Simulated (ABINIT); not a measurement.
Runs of ABINIT 10.8.3 (patched build) on YN. The structure is cubic, space group Fm-3m (No. 225). Conventional cell: a = 4.877 Å, b = 4.877 Å, c = 4.877 Å, α = 90.00°, β = 90.00°, γ = 90.00°. Y (site symmetry m-3m) is surrounded by 6 N at 2.44 Å. N (site symmetry m-3m) is surrounded by 6 Y at 2.44 Å. 

| level | V0 of scaled cells (Å³/atom) | B0 (GPa) |
| --- | --- | --- |
| revPBE | 14.98 | 152 |
| PBE | 14.76 | 159 |
| BLYP | 15.21 | 151 |
| LDA | (b) | (a) |
| AM05 | 14.33 | 169 |
| SCAN | 14.62 | 162 |
| r2SCAN | (d) | 169 |
| PBEsol | (c) | 171 |

Alike in all rows: task equation of state; potentials or basis Ansatz PAW PBE default generated set, frozen core; no spin polarisation; cell as given; k mesh 9 × 9 × 9; cutoff (eV) 517; smearing fermi-dirac 0.05 eV.

Q: Fill in the values left out.

A: (a) 182; (b) 14.01; (c) 14.32; (d) 14.66.

Caveats: pressures at fixed basis lie under the slope of the energies; the atomic spheres overlap; the PAW data sets were made with another functional, which shifts forces and pressure a little (some runs).
